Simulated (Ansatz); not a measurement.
# Si2Mo: from the listed structure to its properties, part 2 of 2

Aim: for Si2Mo, find the equilibrium cell.

Ansatz 0.2.0; DFT PBE, scalar-relativistic, plane waves, PAW.

### Step 3. The relaxation

Contents of input.yaml:

```yaml
crystal:
  lattice:
    - [4.5854715599, 0.0, 0.0]
    - [-2.29273578, 3.9711348592, 0.0]
    - [0.0, 0.0, 6.5797601]
  atoms:
    - { symbol: Si, position: [0.16387298, 0.83612702, 0.83333333] }
    - { symbol: Si, position: [0.32774596, 0.16387298, 0.16666667] }
    - { symbol: Si, position: [0.83612702, 0.67225404, 0.5] }
    - { symbol: Si, position: [0.83612702, 0.16387298, 0.83333333] }
    - { symbol: Si, position: [0.67225404, 0.83612702, 0.16666667] }
    - { symbol: Si, position: [0.16387298, 0.32774596, 0.5] }
    - { symbol: Mo, position: [0.5, 0.0, 0.5] }
    - { symbol: Mo, position: [0.0, 0.5, 0.16666667] }
    - { symbol: Mo, position: [0.5, 0.5, 0.83333333] }
basis:
  ecutwfc: 420
kpoints:
  mp_grid: { grid: [9, 9, 6] }
hamiltonian:
  xc: pbe
scf:
  occupations: { method: gaussian, width: 0.01 }
output:
  forces: true
  stress: true
  eigenvalues: true
  write_density: true
  write_potential: true
  elf: true
  volumetric_format: npy
relax:
  adjacent_minimum: "off"
  f_tol: 0.005
  max_steps: 80
  cell: { stress_tol: 0.05 }
```

Command:

```bash
ansatz run input.yaml --threads 2 --pin off --max-ram 5120MiB --backend cpu --events-out ev --progress --plain --runs-dir out
```

Log:

```text
Warning: RAYON_NUM_THREADS=2 ignored (pool sized by the plan → 2); use --threads N
Engine: ansatz 0.2.0, aarch64-unknown-linux-gnu
Pseudopotentials: kind: paw
Pseudopotential: Si, paw, valence charge 4, recommended cutoff 420 eV (normal), Si.paw.azcp
Pseudopotential: Mo, paw, valence charge 14, recommended cutoff 420 eV (normal), Mo.paw.azcp
Functional definition: PBE
  parameter kappa = 0.804
  parameter beta = 0.06672455060314922
  exchange = pbe_x(kappa = kappa, mu = beta*pi^2/3)
  correlation = pbe_c(beta = beta)
Crystal: 9 atoms, lattice volume = 119.814 Å³
Basis set: ecut = 420 eV, 2331 PW (Γ), exchange–correlation on 64×64×90 points (8 copies of the dense FFT grid, shifted against one another)
Bands: 42, of which v1, the nominal top of the filled ones, is band 33 counted from 1 (32 counted from 0)
Symmetry: 12 space group operations
Space group: P6222 (ITA 180), of the structure as read, at distance tolerance 4.9e-5 Å
k-points: 48 of 486 (time reversal used)
Non-local potential: Si, projectors of the file, l = 0: 2, l = 1: 2, l = 2: 2
Non-local potential: Mo, projectors of the file, l = 0: 3, l = 1: 2, l = 2: 2, l = 3: 1
PAW form: soft (Blöchl's): semilocal exchange-correlation on the pseudo side does not see the compensation charge
PAW one-centre angular grid: Si, 110 points (default); XC on 64 Gauss nodes
PAW one-centre angular grid: Mo, 590 points (default); XC on 64 Gauss nodes
Initial density: superposition of atomic densities (neutral atoms: chi_scale 0, normalization atom), corrected by the library's trained network
Initial wavefunctions: pseudopotential atomic-orbital guess
Functional: x = pbe(κ = 0.804, μ = 0.2195149727645171), c = pbe(β = 0.06672455060314922)
SCF iter   1: F=—  HF=-18687.109723 eV  |F-HF|=—  |Δ(HF+E_count)|=         —  Δρ=6.71e-3  dr2=4.26e-2  ethr=1.77e-3  ⟨swp⟩=7.1  Hψ=8673  notcnv=0
preconditioner: auto → Resta (q_TF=auto, 2.470 Å⁻¹)  ε∞=10.3  [insulator: Δε(μ)=0.196 eV  Ē_g=7.214 eV  σ=0.010 eV  W_gap=1.00  n_scr=22 (ndim 8)  ℏωp=22.0 eV  f_vac=0.000  D(μ)=0.00/eV (n_scr^D=0)  ε∞_Penn≈10.3]
SCF iter   2: F=—  HF=-18687.107850 eV  |F-HF|=—  |Δ(HF+E_count)|=   1.87e-3  Δρ=3.37e-3  dr2=7.15e-3  ethr=6.45e-5  ⟨swp⟩=2.1  Hψ=2786  notcnv=0  defer=128
SCF iter   3: F=—  HF=-18687.108166 eV  |F-HF|=—  |Δ(HF+E_count)|=   3.16e-4  Δρ=6.48e-4  dr2=2.38e-4  ethr=1.08e-5  ⟨swp⟩=2.0  Hψ=2619  notcnv=0  defer=129
SCF iter   4: F=—  HF=-18687.108203 eV  |F-HF|=—  |Δ(HF+E_count)|=   3.71e-5  Δρ=6.46e-5  dr2=2.13e-6  ethr=3.61e-7  ⟨swp⟩=2.5  Hψ=2810  notcnv=0  defer=129
SCF iter   5: F=—  HF=-18687.108203 eV  |F-HF|=—  |Δ(HF+E_count)|=   4.50e-7  Δρ=7.52e-6  dr2=3.64e-8  ethr=3.23e-9  ⟨swp⟩=2.4  Hψ=2949  notcnv=0  defer=129
SCF iter   6: F=-18687.108203 eV  HF=-18687.108203 eV  |F-HF|=1.64e-10  |Δ(HF+E_count)|=   7.23e-9  Δρ=1.15e-6  dr2=8.76e-10  ethr=5.51e-11  ⟨swp⟩=10.4  Hψ=11737  notcnv=0
SCF 1 converged in 6 iterations: F = -18687.108203 eV  dr2 = 8.76e-10
relax step   1: F+E_penalty+E_count = -18687.10820286 eV  Δ(F+E_penalty+E_count) = +0.000e0 eV  max|allowed force component| = 1.038e-2 eV/Å  Δτ_max = 0.0000 Å  P = +3.529 GPa  Ω = 119.814 Å³  (6 SCF iters, dr2 threshold 1.00e-7 eV, accepted)
Crystal: 9 atoms, lattice volume = 122.300 Å³
Basis set: ecut = 420 eV, 2405 PW (Γ), exchange–correlation on 64×64×90 points (8 copies of the dense FFT grid, shifted against one another)
Initial density: handed on by an earlier stage of this run
Initial wavefunctions: those handed on with the density
iter 1 solved again at ethr=3.35e-6 eV; its pass at ethr=3.10e-3 eV (dr2=2.21e-3 eV) is discarded
SCF iter   1: F=—  HF=-18687.128400 eV  |F-HF|=—  |Δ(HF+E_count)|=         —  Δρ=1.22e-3  dr2=2.38e-3  ethr=3.35e-6  ⟨swp⟩=3.5  Hψ=10393  notcnv=0
preconditioner: auto → Resta (q_TF=auto, 2.462 Å⁻¹)  ε∞=10.4  [insulator: Δε(μ)=0.191 eV  Ē_g=7.092 eV  σ=0.010 eV  W_gap=1.00  n_scr=22 (ndim 8)  ℏωp=21.8 eV  f_vac=0.000  D(μ)=0.00/eV (n_scr^D=0)  ε∞_Penn≈10.4]
SCF iter   2: F=—  HF=-18687.127958 eV  |F-HF|=—  |Δ(HF+E_count)|=   4.42e-4  Δρ=6.60e-4  dr2=4.85e-4  ethr=3.35e-6  ⟨swp⟩=1.8  Hψ=2286  notcnv=0
SCF iter   3: F=—  HF=-18687.127846 eV  |F-HF|=—  |Δ(HF+E_count)|=   1.12e-4  Δρ=1.17e-4  dr2=1.04e-5  ethr=7.35e-7  ⟨swp⟩=2.1  Hψ=2494  notcnv=0
iter 4 did not close the SCF: its close was put off for the readings that it lacked (scf_convergence_deferred on its scf_iter line)
SCF iter   4: F=-18687.127847 eV  HF=-18687.127847 eV  |F-HF|=1.85e-8  |Δ(HF+E_count)|=   4.67e-7  Δρ=1.46e-5  dr2=1.63e-7  ethr=1.57e-8  ⟨swp⟩=2.4  Hψ=3115  notcnv=0
iter 5 did not close the SCF: its close was put off for the readings that it lacked (scf_convergence_deferred on its scf_iter line)
SCF iter   5: F=-18687.127847 eV  HF=-18687.127847 eV  |F-HF|=1.12e-9  |Δ(HF+E_count)|=   1.03e-8  Δρ=1.34e-6  dr2=2.55e-9  ethr=2.46e-10  ⟨swp⟩=2.8  Hψ=3469  notcnv=0
SCF iter   6: F=-18687.127847 eV  HF=-18687.127847 eV  |F-HF|=0.00e0  |Δ(HF+E_count)|=  4.37e-11  Δρ=2.52e-7  dr2=5.91e-11  ethr=3.86e-12  ⟨swp⟩=4.9  Hψ=10065  notcnv=0
SCF 2 converged in 6 iterations: F = -18687.127847 eV  dr2 = 5.91e-11
relax step   2: F+E_penalty+E_count = -18687.12784683 eV  Δ(F+E_penalty+E_count) = -1.964e-2 eV  max|allowed force component| = 3.043e-2 eV/Å  Δτ_max = 0.0009 Å  P = -0.834 GPa  Ω = 122.300 Å³  energy of the carried Pulay correction = -6.003e-4 eV  (6 SCF iters, dr2 threshold 9.00e-7 eV, accepted)
Crystal: 9 atoms, lattice volume = 121.820 Å³
iter 1 solved again at ethr=1.06e-7 eV; its pass at ethr=3.10e-3 eV (dr2=7.00e-5 eV) is discarded
SCF iter   1: F=—  HF=-18687.129450 eV  |F-HF|=—  |Δ(HF+E_count)|=         —  Δρ=2.33e-4  dr2=6.85e-5  ethr=1.06e-7  ⟨swp⟩=3.1  Hψ=9276  notcnv=0
preconditioner: auto → Resta (q_TF=auto, 2.463 Å⁻¹)  ε∞=10.4  [insulator: Δε(μ)=0.187 eV  Ē_g=7.122 eV  σ=0.010 eV  W_gap=1.00  n_scr=22 (ndim 8)  ℏωp=21.8 eV  f_vac=0.000  D(μ)=0.00/eV (n_scr^D=0)  ε∞_Penn≈10.4]
SCF iter   2: F=—  HF=-18687.129411 eV  |F-HF|=—  |Δ(HF+E_count)|=   3.95e-5  Δρ=1.29e-4  dr2=1.54e-5  ethr=1.04e-7  ⟨swp⟩=1.9  Hψ=2509  notcnv=0
iter 3 did not close the SCF: its close was put off for the readings that it lacked (scf_convergence_deferred on its scf_iter line)
SCF iter   3: F=-18687.129408 eV  HF=-18687.129408 eV  |F-HF|=1.36e-7  |Δ(HF+E_count)|=   2.81e-6  Δρ=2.22e-5  dr2=4.64e-7  ethr=2.34e-8  ⟨swp⟩=2.7  Hψ=2955  notcnv=0
iter 4 did not close the SCF: its close was put off for the readings that it lacked (scf_convergence_deferred on its scf_iter line)
SCF iter   4: F=-18687.129408 eV  HF=-18687.129408 eV  |F-HF|=7.17e-10  |Δ(HF+E_count)|=   3.64e-8  Δρ=3.22e-6  dr2=7.78e-9  ethr=7.03e-10  ⟨swp⟩=2.6  Hψ=2938  notcnv=0
iter 5 did not close the SCF: its close was put off for the readings that it lacked (scf_convergence_deferred on its scf_iter line)
SCF iter   5: F=-18687.129408 eV  HF=-18687.129408 eV  |F-HF|=3.64e-12  |Δ(HF+E_count)|=  8.00e-11  Δρ=3.44e-7  dr2=9.67e-11  ethr=1.18e-11  ⟨swp⟩=2.3  Hψ=3095  notcnv=0
SCF iter   6: F=-18687.129408 eV  HF=-18687.129408 eV  |F-HF|=3.64e-12  |Δ(HF+E_count)|=  7.28e-12  Δρ=6.02e-8  dr2=5.23e-12  ethr=1.00e-12  ⟨swp⟩=4.2  Hψ=8438  notcnv=0
SCF 3 converged in 6 iterations: F = -18687.129408 eV  dr2 = 5.23e-12
relax step   3: F+E_penalty+E_count = -18687.12940767 eV  Δ(F+E_penalty+E_count) = -1.561e-3 eV  max|allowed force component| = 6.385e-3 eV/Å  Δτ_max = 0.0015 Å  P = -0.023 GPa  Ω = 121.820 Å³  energy of the carried Pulay correction = -4.854e-4 eV  (6 SCF iters, dr2 threshold 9.00e-7 eV, accepted)
Crystal: 9 atoms, lattice volume = 121.806 Å³
iter 1 solved again at ethr=1.58e-9 eV; its pass at ethr=3.10e-3 eV (dr2=1.04e-6 eV) is discarded
SCF iter   1: F=—  HF=-18687.129446 eV  |F-HF|=—  |Δ(HF+E_count)|=         —  Δρ=2.46e-5  dr2=1.15e-6  ethr=1.58e-9  ⟨swp⟩=2.1  Hψ=8656  notcnv=0
SCF iter   2: F=—  HF=-18687.129420 eV  |F-HF|=—  |Δ(HF+E_count)|=   2.57e-5  Δρ=1.42e-5  dr2=4.00e-7  ethr=1.58e-9  ⟨swp⟩=2.0  Hψ=2945  notcnv=0
SCF iter   3: F=—  HF=-18687.129420 eV  |F-HF|=—  |Δ(HF+E_count)|=   1.13e-7  Δρ=2.63e-6  dr2=1.19e-8  ethr=6.06e-10  ⟨swp⟩=2.0  Hψ=2930  notcnv=0
iter 4 did not close the SCF: its close was put off for the readings that it lacked (scf_convergence_deferred on its scf_iter line)
SCF iter   4: F=-18687.129420 eV  HF=-18687.129420 eV  |F-HF|=9.50e-10  |Δ(HF+E_count)|=   1.66e-9  Δρ=1.14e-6  dr2=1.63e-9  ethr=1.80e-11  ⟨swp⟩=2.0  Hψ=2856  notcnv=0
iter 5 did not close the SCF: its close was put off for the readings that it lacked (scf_convergence_deferred on its scf_iter line)
SCF iter   5: F=-18687.129420 eV  HF=-18687.129420 eV  |F-HF|=7.28e-12  |Δ(HF+E_count)|=  1.56e-10  Δρ=1.32e-7  dr2=1.43e-11  ethr=2.48e-12  ⟨swp⟩=2.0  Hψ=2539  notcnv=0
SCF iter   6: F=-18687.129420 eV  HF=-18687.129420 eV  |F-HF|=7.28e-12  |Δ(HF+E_count)|=  7.28e-12  Δρ=3.32e-8  dr2=1.41e-12  ethr=1.00e-12  ⟨swp⟩=4.0  Hψ=8329  notcnv=0
SCF 4 converged in 6 iterations: F = -18687.129420 eV  dr2 = 1.41e-12
relax step   4: F+E_penalty+E_count = -18687.12942017 eV  Δ(F+E_penalty+E_count) = -1.249e-5 eV  max|allowed force component| = 1.152e-3 eV/Å  Δτ_max = 0.0003 Å  P = +0.004 GPa  Ω = 121.806 Å³  energy of the carried Pulay correction = -4.819e-4 eV  (6 SCF iters, accepted)
Initial wavefunctions: pseudopotential atomic-orbital guess (no wavefunctions were taken with the density)
iter 1 solved again at ethr=2.10e-7 eV; its pass at ethr=3.10e-3 eV (dr2=1.39e-4 eV) is discarded
SCF iter   1: F=—  HF=-18687.129945 eV  |F-HF|=—  |Δ(HF+E_count)|=         —  Δρ=8.65e-5  dr2=2.98e-7  ethr=2.10e-7  ⟨swp⟩=3.4  Hψ=14206  notcnv=0
SCF iter   2: F=—  HF=-18687.129930 eV  |F-HF|=—  |Δ(HF+E_count)|=   1.49e-5  Δρ=4.39e-5  dr2=7.19e-8  ethr=4.52e-10  ⟨swp⟩=2.0  Hψ=3433  notcnv=0
SCF iter   3: F=—  HF=-18687.129933 eV  |F-HF|=—  |Δ(HF+E_count)|=   3.71e-6  Δρ=4.50e-6  dr2=3.32e-9  ethr=1.09e-10  ⟨swp⟩=2.1  Hψ=3603  notcnv=0
SCF iter   4: F=—  HF=-18687.129933 eV  |F-HF|=—  |Δ(HF+E_count)|=   3.61e-8  Δρ=4.69e-7  dr2=3.56e-10  ethr=5.04e-12  ⟨swp⟩=2.4  Hψ=3617  notcnv=0
iter 5 did not close the SCF: its close was put off for the readings that it lacked (scf_convergence_deferred on its scf_iter line)
SCF iter   5: F=-18687.129933 eV  HF=-18687.129933 eV  |F-HF|=3.64e-12  |Δ(HF+E_count)|=  1.82e-11  Δρ=8.29e-8  dr2=5.54e-12  ethr=1.00e-12  ⟨swp⟩=2.5  Hψ=2628  notcnv=0
SCF iter   6: F=-18687.129933 eV  HF=-18687.129933 eV  |F-HF|=3.64e-12  |Δ(HF+E_count)|=    0.00e0  Δρ=1.37e-8  dr2=2.80e-13  ethr=1.00e-12  ⟨swp⟩=3.9  Hψ=7616  notcnv=0
SCF 5 converged in 6 iterations: F = -18687.129933 eV  dr2 = 2.80e-13
relax step   5: F+E_penalty+E_count = -18687.12993345 eV  Δ(F+E_penalty+E_count) = -5.133e-4 eV  max|allowed force component| = 1.157e-3 eV/Å  Δτ_max = 0.0000 Å  P = +0.007 GPa  Ω = 121.806 Å³  stress off target by 1.19e-2 GPa  SCF on the basis re-selected at this cell (its energy is not comparable with the rows above)  (6 SCF iters)
basis re-selected at this cell: Δ(F+E_penalty+E_count) = -5.133e-4 eV, ΔP = +0.004 GPa vs the last step (what re-selecting the basis moved, of the pressure what is left beyond the Pulay correction that the steps carried, after the strain that the cell walked since its last selection, with what the two solves' SCF thresholds leave and, on support functions, any second-order correction that the steps lacked; it is no measure of the basis error at this ecutwfc). This SCF's stress stands 1.19e-2 GPa from its target on what of the cell is left free (relax.cell.stress_tol is 5.00e-2 GPa) and its largest allowed force component is 1.16e-3 eV/Å (relax.f_tol is 5.00e-3 eV/Å): within both
SCF converged after 6 iterations
Free energy (F): -18687.129933 eV
Harris-Foulkes:  -18687.129933 eV  (|F-HF|=3.64e-12)
Internal energy: -18687.129933 eV  (E = F + TS)
E sigma→0 (E₀):  -18687.129933 eV
Fermi energy:    16.374938 eV
--- Per-component energies (eV) ---
  E_band       = -145.868824
  E_kinetic    = 1592.543512
  E_local      = -3459.236306  (includes V_loc(G=0)·N_el)
  E_nonlocal   = 578.302724
  E_hartree    = 1287.413702
  E_xc         = -894.525904
  E_vxc        = -985.280838  (∫ρ·V_xc dr)
  E_paw        = -12680.455380  (= ΣΔE_a)
  E_vpaw       = -447.025522  (= ΣTr[D̂ρ^β])
  E_aug_tail   = 0.000174  (compensation charges beyond the density's cutoff)
  E_ewald      = -5111.172455
  E_smearing   = -0.000000  (= −TS)
  E_closure    = 0.000000  (closes the sum)
  Σ components = -18687.129933   (vs F -18687.129933, Δ=0.00e0)
--- Forces (eV/Å), atoms counted from 1 ---
  atom   1  Si     0.00100185    -0.00057842    -0.00000000
  atom   2  Si     0.00100185     0.00057842     0.00000000
  atom   3  Si     0.00000000    -0.00115684     0.00000000
  atom   4  Si    -0.00100185     0.00057842    -0.00000000
  atom   5  Si    -0.00100185    -0.00057842     0.00000000
  atom   6  Si    -0.00000000     0.00115684     0.00000000
  atom   7  Mo    -0.00000000    -0.00000000     0.00000000
  atom   8  Mo     0.00000000     0.00000000    -0.00000000
  atom   9  Mo     0.00000000     0.00000000     0.00000000
  max |Σ_I F_I| component: 3.59e-17 eV/Å
--- Stress (GPa, compression-positive) ---
        0.011911       0.000000      -0.000000
        0.000000       0.011911      -0.000000
        0.000000       0.000000      -0.001714
  P = ⅓ Tr σ = 0.0074 GPa (0.074 kbar)
--- Band table (eV; the first three rows and the last of 48) ---
  k-point 0: bands = ["-44.8102", "-44.7821", "-44.7821", "-19.0372", "-19.0352", "-19.0352", "-19.0286", "-19.0286", "-18.9469", "-18.8887", "-18.8887", "-18.8734", "2.4129", "5.4677", "5.4677", "9.1513", "9.8500", "9.8500", "10.2561", "10.2561", "11.1300", "11.4844", "11.4844", "11.8011", "12.7281", "12.7281", "13.1600", "13.1600", "13.3520", "13.3520", "13.6139", "14.2501", "15.5495", "18.2846", "18.6364", "18.6364", "18.6979", "18.8087", "19.0971", "19.0971", "19.2406", "19.2406"]
  k-point 1: bands = ["-44.8090", "-44.7881", "-44.7771", "-19.0614", "-19.0360", "-19.0337", "-19.0205", "-19.0021", "-18.9478", "-18.9117", "-18.8804", "-18.8689", "2.5141", "4.6657", "6.2681", "9.2326", "9.7249", "9.9873", "10.1055", "10.5802", "10.7366", "11.1379", "11.3719", "11.5645", "12.9843", "12.9844", "13.0089", "13.4065", "13.4234", "13.4332", "13.7475", "14.2937", "15.7588", "18.3472", "18.4734", "18.6813", "18.6897", "18.7880", "18.8381", "18.8756", "19.1603", "19.2545"]
  k-point 2: bands = ["-44.8058", "-44.7946", "-44.7739", "-19.0781", "-19.0410", "-19.0249", "-19.0150", "-18.9656", "-18.9491", "-18.9329", "-18.9003", "-18.8557", "2.8122", "3.9224", "6.9892", "9.4612", "9.5601", "9.7835", "9.8132", "10.8494", "10.8880", "10.9519", "11.0750", "11.1433", "12.7942", "12.9200", "12.9938", "13.0965", "13.7248", "14.1017", "14.2524", "14.6110", "16.0046", "18.3175", "18.3612", "18.3890", "18.7759", "18.8582", "18.9058", "18.9083", "18.9704", "19.0879"]
  k-point 47: bands = ["-44.8003", "-44.7867", "-44.7867", "-19.0778", "-19.0712", "-19.0712", "-18.9901", "-18.9901", "-18.9715", "-18.8870", "-18.8870", "-18.8511", "5.3718", "5.3718", "5.6465", "6.7525", "6.7525", "8.1142", "10.3922", "10.6076", "10.6076", "11.3614", "12.5537", "12.5537", "13.0634", "13.0634", "13.1499", "13.2214", "14.5079", "14.5079", "14.8709", "14.8709", "15.7451", "16.9320", "17.5157", "17.5157", "18.1797", "18.1797", "18.2794", "18.5012", "18.5012", "19.5288"]
--- Relaxed structure (4 steps of the walk, 4 accepted, 1 SCFs on fresh bases) ---
  F+E_penalty+E_count = -18687.12993345 eV   max|allowed force component| = 1.157e-3 eV/Å   (the final SCF, on the basis selected at the relaxed cell)
  cell:  # Å, volume = 121.8059 Å³
    - [4.613037883563487, 2.9041157955957376e-11, -3.5827644174927977e-34]
    - [-2.3065189418068934, 3.995007995771461, 1.597459396183276e-34]
    - [-9.42509512903132e-34, -9.103785067814343e-35, 6.609422473092533]
  atoms:
    - { symbol: Si, position: [0.16397927651376032, 0.8360207234862397, 0.8333333333333333] }
    - { symbol: Si, position: [0.3279585530275206, 0.16397927651376026, 0.16666666666666666] }
    - { symbol: Si, position: [0.8360207234862398, 0.6720414469724795, 0.5] }
    - { symbol: Si, position: [0.8360207234862398, 0.1639792765137603, 0.8333333333333333] }
    - { symbol: Si, position: [0.6720414469724794, 0.8360207234862397, 0.16666666666666666] }
    - { symbol: Si, position: [0.16397927651376032, 0.32795855302752064, 0.5] }
    - { symbol: Mo, position: [0.5, 1.5167818637515947e-20, 0.5] }
    - { symbol: Mo, position: [5.551115123125783e-17, 0.5, 0.16666666666666666] }
    - { symbol: Mo, position: [0.5, 0.5, 0.8333333333333333] }
```

Run time: 63 s. Hardware: 2 threads of Arm Neoverse V2, shared host; peak memory 0.47 GiB.

Relaxation path:

| step | energy from step 1 (eV/cell) | largest force component (eV/Å) | pressure (GPa) | volume (Å³) |
| --- | --- | --- | --- | --- |
| 1 | 0.0000 | 0.0104 | 3.53 | 119.81 |
| 2 | -0.0196 | 0.0304 | -0.83 | 122.30 |
| 3 | -0.0212 | 0.0064 | -0.02 | 121.82 |
| 4 | -0.0212 | 0.0012 | 0.00 | 121.81 |
| 5 | -0.0217 | 0.0012 | 0.01 | 121.81 |

Step 1 is the start. Step 5 repeats the geometry before it on a plane-wave basis chosen anew for that cell, so its energy need not be comparable with the rows above.

|  | before | after | change |
| --- | --- | --- | --- |
| a (Å) | 4.585 | 4.613 | +0.6 % |
| b (Å) | 4.585 | 4.613 | +0.6 % |
| c (Å) | 6.580 | 6.609 | +0.5 % |
| volume (Å³/atom) | 13.31 | 13.53 | +1.7 % |
| shortest distance (Å) | 2.550 | 2.563 | +0.5 % |
| space group (0.01 Å) | P6_222 | P6_222 | same |

The run keeps the 12 symmetry operations of the start, so it could not have lowered the symmetry.

Density in a lattice plane of the grid's cell (edges 4.61 and 4.61 Å, at 0.167 of the third edge), which holds Si and Mo.

Ten even steps from '0' (0.07 e/Å³) to '9' (6.55 e/Å³):
```
000000000000000000000000
000000000000000000000000
000000000000000000000000
000000000000000000000000
000000000000000000000000
122211000000000000000000
455431000000000000000012
788642000000000000000135
999741000000000000001369
999621000000000000012699
996310000000000000014799
753100000000000000024688
421000000000000000013455
100000000000000000011222
000000000000000000000000
000000000000000000000000
000000000000000000000000
000000000000000000000000
000000000000000000000000
000000000000000000000000
```
Columns run along the first of these edges and rows up along the second, over one cell in 24 and 20 even steps from the bottom left corner. Atoms in the plane (fractional): Si at (0.33, 0.16), Si at (0.67, 0.84), Mo at (1.00, 0.50).

ELF in the same plane.

Ten even steps from ' ' (0.20) to '@' (0.75):
```
##%%%%@@@@@@@@%%##**++++++**++==::::::--++##%%%%
######%%%%%%%%##**++++****++--  ....  ..++%%%%##
++++++++++++========**####==....==::  ::##@@%%##
::............::--++##%%##--  ::--..::**@@@@##==
      ....    ..--**%%@@##--      ::**@@@@##--..
::==++++==::....--**@@@@##==::::==##@@@@**--    
##%%@@@@%%++....--**%%%%##++==++##%%%%++::..::++
@@%%@@@@@@**....--++####********##**==::..--##@@
++++%%@@@@==....--==++++++++++++++--..  --%%@@%%
..==%%@@##::  ..--==++======++==--..  ::##@@%%==
++%%@@%%--  ..--++++++++++++++==--....==@@@@%%++
@@@@##--..::==**##********####++--....**@@@@@@%%
##++::..::++%%%%##++==++##%%%%**--....++%%@@@@%%
::    --**@@@@##==::::==##@@@@**--....::==++++==
  ..--##@@@@**::      --##@@%%**--..    ....    
::==##@@@@**::..--::  --##%%##++--::............
++##%%@@##::  ::==....==####**========++++++++++
####%%%%++..  ....  --++****++++**##%%%%%%%%####
##%%%%##++--::::::==++**++++++**##%%@@@@@@@@%%%%
##%%%%%%%%##****####**++==++**####****##%%%%%%%%
```
Columns run along the first of these edges and rows up along the second, over one cell in 24 and 20 even steps from the bottom left corner. Atoms in the plane (fractional): Si at (0.33, 0.16), Si at (0.67, 0.84), Mo at (1.00, 0.50).

Both are smooth fields of the valence electrons: close to the nuclei they are not physical.

The highest ELF values outside the cores: 0.75 on the Si–Mo line, 0.9 Å from Si; 0.72 beside Si, off the lines to its neighbours, 1.0 Å from Si.

### Step 4. Outcome

What follows sums up all 2 parts. Changes of volume or cell count from the first structure of part 1.

```
                                                               quantity                                                                       value
                                                           relaxed cell  a = 4.613 Å, b = 4.613 Å, c = 6.609 Å, α = 90.00°, β = 90.00°, γ = 120.00°
                                                   space group (0.01 Å)                                                            P6_222 (No. 180)
                                                                 volume                                                               13.53 Å³/atom
formation energy (elements from runs with the same settings, not shown)                                                               -0.47 eV/atom
```

In words: The relaxed volume is 1.7 % larger than at the start.
